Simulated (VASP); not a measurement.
# O (Fmmm) in VASP: reference runs, part 2 of 2

VASP 6.6.1. The steps go on from the part before.

### 3 Single point, PBE (atoms moved at random, drawn with an rms of 0.05 Å)

The input, INCAR:

```
  PREC = Accurate
  ENCUT = 520
  EDIFF = 1E-7
  ISMEAR = -1
  SIGMA = 0.05
  LREAL = False
  LASPH = True
  NELM = 100
  ALGO = Normal
  ISIF = 2
  LWAVE = False
  LCHARG = False
  GGA = PE
  NBANDS = 13
```

The input, KPOINTS:

```
Automatic mesh
0
Gamma
  12 12 12
```

The input, POSCAR:

```
O
1.0
    0.0000000000      1.8898850000      3.8988370000
    1.5017730000      0.0000000000      3.8988370000
    1.5017730000      1.8898850000      0.0000000000
O
2
Direct
    0.5890700000      0.5803690000      0.3923690000
    0.4313240000      0.4033330000      0.5824200000
```

Potentials or basis: VASP PAW PBE potentials, release 64 (O).

The run is started by

```bash
$ cat potpaw_PBE.64/O/POTCAR > POTCAR
$ mpirun -np 1 vasp_std > vasp.out
```

OUTCAR:

```text
PREC = Accurate
   ENCUT = 520
   EDIFF = 1E-7
   ISMEAR = -1
   LREAL = False
   LASPH = True
   NELM = 100
   ISIF = 2
   GGA = PE

 ion  position               nearest neighbor table
   1  0.589  0.580  0.392-   2 1.31
   2  0.431  0.403  0.582-   1 1.31

  LATTYP: Found a face centered orthorhombic cell.
 ALAT       =     3.0035460000
 B/A-ratio  =     1.2584358621
 C/A-ratio  =     2.5961560103

  Lattice vectors:

 A1 = (   0.0000000000,   1.8898850000,   3.8988370000)
 A2 = (   1.5017730000,   0.0000000000,   3.8988370000)
 A3 = (   1.5017730000,   1.8898850000,   0.0000000000)

Analysis of symmetry for initial positions (statically):
=====================================================================
 Subroutine PRICEL returns:
 Original cell was already a primitive cell.

 Routine SETGRP: Setting up the symmetry group for a
 face centered orthorhombic supercell.

 Subroutine GETGRP returns: Found  2 space group operations
 (whereof  1 operations were pure point group operations)
 out of a pool of  8 trial point group operations.

The static configuration has the point symmetry C_1 .
 The point group associated with its full space group is S_2 .

Analysis of symmetry for dynamics (positions and initial velocities):
=====================================================================
 Subroutine PRICEL returns:
 Original cell was already a primitive cell.

 Routine SETGRP: Setting up the symmetry group for a
 face centered orthorhombic supercell.

 Subroutine GETGRP returns: Found  2 space group operations
 (whereof  1 operations were pure point group operations)
 out of a pool of  8 trial point group operations.

The dynamic configuration has the point symmetry C_1 .
 The point group associated with its full space group is S_2 .

 Subroutine INISYM returns: Found  2 space group operations
 (whereof  1 operations are pure point group operations),
 and found     1 'primitive' translations

----------------------------------------------------------------------------------------

                                     Primitive cell

  volume of cell :      22.1312

  direct lattice vectors                    reciprocal lattice vectors
     0.000000000  1.889885000  3.898837000    -0.332939798  0.264566363  0.128243371
     1.501773000  0.000000000  3.898837000     0.332939798 -0.264566363  0.128243371
     1.501773000  1.889885000  0.000000000     0.332939798  0.264566363 -0.128243371

  length of vectors
     4.332735310  4.178067986  2.413915379     0.444174101  0.444174101  0.444174101

  position of ions in fractional coordinates (direct lattice)
     0.589070000  0.580369000  0.392369000
     0.431324000  0.403333000  0.582420000

  ion indices of the primitive-cell ions
   primitive index   ion index
                 1           1
                 2           2

----------------------------------------------------------------------------------------

 KPOINTS: Automatic mesh

Automatic generation of k-mesh.
[... 27 lines left out ...]
 -0.000000  0.083333 -0.000000      2.000000
  0.166667  0.000000  0.000000      2.000000
[... 42 lines left out ...]
 -0.083333 -0.083333  0.500000      2.000000
  0.083333 -0.416667  0.000000      2.000000
 [... further k-points ...]
   k-points           NKPTS =    868   k-points in BZ     NKDIM =    868   number of bands    NBANDS=     13
   number of dos      NEDOS =    301   number of ions     NIONS =      2
   total plane-waves  NPLWV =  18432
   dimension x,y,z NGX =    32 NGY =   32 NGZ =   18
   dimension x,y,z NGXF=    64 NGYF=   64 NGZF=   36
   ions per type =               2
   NGX,Y,Z   is equivalent  to a cutoff of  12.28, 12.73, 12.40 a.u.
   NGXF,Y,Z  is equivalent  to a cutoff of  24.56, 25.47, 24.79 a.u.
 SYSTEM =  unknown system
   PREC   = accura    normal or accurate (medium, high low for compatibility)
   ISTART =      0    job   : 0-new  1-cont  2-samecut
   ICHARG =      2    charge: 1-file 2-atom 10-const
   ISPIN  =      1    spin polarized calculation?
   LNONCOLLINEAR =      F non collinear calculations
   LSORBIT =      F    spin-orbit coupling
   LASPH  =      T    aspherical Exc in radial PAW
   ENCUT  =  520.0 eV  38.22 Ry    6.18 a.u.   8.06  7.77  4.49*2*pi/ulx,y,z
   NELM   =    100;   NELMIN=  2; NELMDL= -5     # of ELM steps
   EDIFF  = 0.1E-06   stopping-criterion for ELM
   LREAL  =      F    real-space projection
   EDIFFG = 0.1E-05   stopping-criterion for IOM
   NSW    =      0    number of steps for IOM
   IBRION =     -1    ionic relax: 0-MD 1-quasi-New 2-CG
   NFREE  =      0    steps in history (QN), initial steepest desc. (CG)
   ISIF   =      2    stress and relaxation
   ISYM   =      2    0-nonsym 1-usesym 2-fastsym
   POTIM  = 0.5000    time-step for ionic-motion
   TEBEG  =    0.0;   TEEND  =   0.0 temperature during run
   PSTRESS=    0.0 pullay stress
   NELECT =      12.0000    total number of electrons
   NUPDOWN=      -1.0000    fix difference up-down
   EMIN   =  10.00;   EMAX   =-10.00  energy-range for DOS
   EFERMI =   0.00;   METHOD = LEGACY
   ISMEAR =    -1;   SIGMA  =   0.05  broadening in eV -4-tet -1-fermi 0-gaus
   EFERMI_NEDOS =   21; number of points for ismear=-14 and -15
   IALGO  =     38    algorithm
   IMIX   =      4    mixing-type and parameters
     AMIX     =   0.40;   BMIX     =  1.00
     AMIX_MAG =   1.60;   BMIX_MAG =  1.00
  volume/ion in A,a.u.               =      11.07        74.67
  Fermi-wavevector in a.u.,A,eV,Ry     =   1.334956  2.522701 24.247050  1.782108
  Thomas-Fermi vector in A             =   2.463698
   LORBIT       =      0    0 simple, 1 ext, 2 COOP (PROOUT), +10 PAW based schemes
   GGA     = PE    functional components
   LHFCALC =     F    Hartree Fock is set to
   AEXX    =    0.0000 exact exchange contribution
   IVDW    =     0    specifies the selected vdW correction
   LEPSILON=     F    determine dielectric tensor
   LRPA    =     F    only Hartree local field effects (RPA)
 non-spin polarized calculation
  energy-cutoff  :      520.00
  volume of cell :       22.13
 maximum number of plane-waves:       611
   NGX = 15   NGY = 15   NGZ =  9

 number of electron      11.9999999 magnetization

 Free energy of the ion-electron system (eV)
  ---------------------------------------------------
  ext. energy  EPLUGINS =         0.00000000
  ---------------------------------------------------
  free energy    TOTEN  =        -9.46050614 eV

  energy without entropy =       -9.45200790  energy(sigma->0) =       -9.45625702

 E-fermi :   0.0058     XC(G=0):  -9.6311

 val. band max:        0.0054492303   @ k =   0.0833   0.3333  -0.1667
 cond. band min:       0.0074306771   @ k =   0.5000   0.1667  -0.2500
 fundamental gap:      0.0019814467
 Fermi energy:         0.0058322295

 k-point     1 :       0.0000    0.0000    0.0000
  band No.  band energies     occupation
      1     -25.0792      2.00000
      2     -14.7437      2.00000
      3      -7.8267      2.00000
      4      -3.7912      2.00000
      5      -3.3103      2.00000
      6       1.1394      0.00000
      7       1.5499      0.00000
      8       8.2462      0.00000
      9      10.7148      0.00000
     10      13.7747      0.00000
     11      18.9150      0.00000
     12      21.9174      0.00000
     13      26.6952      0.00000
[... 610 lines left out ...]
  band No.  band energies     occupation
      1     -24.4147      2.00000
      2     -14.2388      2.00000
      3      -7.2303      2.00000
      4      -6.2110      2.00000
      5      -3.4627      2.00000
      6      -0.9986      2.00000
      7       1.4787      0.00000
      8       7.4365      0.00000
      9      13.7545      0.00000
     10      15.9156      0.00000
     11      18.2168      0.00000
     12      20.7574      0.00000
     13      24.5631      0.00000

 [... further k-points ...]

------------------------ aborting loop because EDIFF is reached ----------------------------------------

  FORCE on cell =-STRESS in cart. coord.  units (eV):
  Direction    XX          YY          ZZ          XY          YZ          ZX
  --------------------------------------------------------------------------------------
  -------------------------------------------------------------------------------------
  Total        0.3967235     -0.0099663     -5.1939100      0.0003953      0.7155757      0.1859966
  in kB       28.7206160     -0.7215040   -376.0107485      0.0286204     51.8037750     13.4651385
  external PRESSURE =    -116.0038788 kB  Pullay stress =       0.0000000 kB

 VOLUME and BASIS-vectors are now :
 -----------------------------------------------------------------------------
  energy-cutoff  :      520.00
  volume of cell :       22.13
      direct lattice vectors                 reciprocal lattice vectors
     0.000000000  1.889885000  3.898837000    -0.332939798  0.264566363  0.128243371
     1.501773000  0.000000000  3.898837000     0.332939798 -0.264566363  0.128243371
     1.501773000  1.889885000  0.000000000     0.332939798  0.264566363 -0.128243371

 POSITION                                       TOTAL-FORCE (eV/Angst)
 -----------------------------------------------------------------------------------
      1.46083      1.85481      4.55945         0.145359      0.551908     -4.228316
      1.48038      1.91586      3.25419        -0.145359     -0.551908      4.228316
 -----------------------------------------------------------------------------------
    total drift:                               -0.000021     -0.000008     -0.000003

  FREE ENERGIE OF THE ION-ELECTRON SYSTEM (eV)
  ---------------------------------------------------
  free  energy   TOTEN  =        -9.4605061395 eV

  energy  without entropy=       -9.4520079042  energy(sigma->0) =       -9.45625702
```

OSZICAR:

```text
N       E                     dE             d eps       ncg     rms          rms(c)
DAV:   1     0.441150584591E+02    0.44115E+02   -0.70742E+03 23236   0.873E+02
DAV:   2    -0.809006820479E+01   -0.52205E+02   -0.49896E+02 28649   0.198E+02
DAV:   3    -0.969597249986E+01   -0.16059E+01   -0.15923E+01 25748   0.319E+01
DAV:   4    -0.970153421445E+01   -0.55617E-02   -0.55615E-02 25723   0.216E+00
DAV:   5    -0.970156105526E+01   -0.26841E-04   -0.26841E-04 25983   0.128E-01    0.429E+00
DAV:   6    -0.949877958399E+01    0.20278E+00   -0.22106E-01 23848   0.399E+00    0.228E+00
DAV:   7    -0.945901425822E+01    0.39765E-01   -0.18102E-01 24378   0.360E+00    0.447E-01
DAV:   8    -0.946054560188E+01   -0.15313E-02   -0.17700E-02 23363   0.107E+00    0.521E-02
DAV:   9    -0.946048920285E+01    0.56399E-04   -0.37313E-04 25963   0.170E-01    0.292E-02
DAV:  10    -0.946050660672E+01   -0.17404E-04   -0.34916E-05 25013   0.565E-02    0.668E-03
DAV:  11    -0.946050604858E+01    0.55814E-06   -0.53625E-06 25553   0.182E-02    0.156E-03
DAV:  12    -0.946050613951E+01   -0.90930E-07   -0.28813E-07 25488   0.474E-03
   1 F= -.94605061E+01 E0= -.94562570E+01  d E =-.849824E-02
```

stdout:

```text
POSCAR found type information on POSCAR O
 POSCAR found :  1 types and       2 ions
 scaLAPACK will be used
 LDA part: xc-table for (Slater+PW92), standard interpolation
 POSCAR, INCAR and KPOINTS ok, starting setup
 FFT: planning ... GRIDC
 FFT: planning ... GRID_SOFT
 FFT: planning ... GRID
 WAVECAR not read
 entering main loop
```

Run time: 4.6 min. Hardware: 1 thread of AMD EPYC 7R13 (Zen 3), shared host; peak memory 0.26 GiB.

Results:

- Free energy: -9.4605 eV
- Pressure: -11.6 GPa
- Largest force: 4.267 eV/Å
- Band gap on the k mesh: none (metal or under the smearing width)

Forces on the atoms (eV/Å):
```
O    0.145  0.552 -4.228
O   -0.145 -0.552  4.228
```

Caveat: spin is off for a triplet molecule.
